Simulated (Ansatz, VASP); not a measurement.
## Two plane-wave programs on KBr

```
CELL_PARAMETERS angstrom
0.00000 3.12787 3.12787
3.29250 -0.16462 3.29250
3.29250 3.29250 -0.16462
ATOMIC_POSITIONS crystal
K 0.00000 0.00000 0.00000
Br 0.50000 0.50000 0.50000
```

Change from the starting cell: strain -0.1000 x Voigt [0, 0, 0, 1, 0, 0], atoms carried along.

Alike in both runs: task single point; functional PBEsol; k mesh 6 × 6 × 6; occupations gaussian, width 0.05 eV; no spin polarisation.

|  | VASP | Ansatz |
| --- | --- | --- |
| version | VASP 6.6.1 | Ansatz 0.2.0 |
| potentials or method | VASP PAW PBE potentials, release 64 (K_sv, Br) | scalar-relativistic, plane waves, PAW |
| plane-wave cutoff (eV) | 520 | 420 |
| valence electrons in the cell | 16 | 16 |

VASP gave:

* gap on the k mesh at the Fermi level (eV): 4.14
* least direct gap on the mesh (eV): 4.14
* pressure (GPa): -0.2
* largest component of the traceless stress (GPa): 0.52

Estimate Ansatz's values.

gap on the k mesh at the Fermi level (eV): 4.15; least direct gap on the mesh (eV): 4.15; pressure (GPa): -0.3; largest component of the traceless stress (GPa): 0.53.

Caveats: the PAW data sets were made with another functional, which shifts forces and pressure a little (VASP).
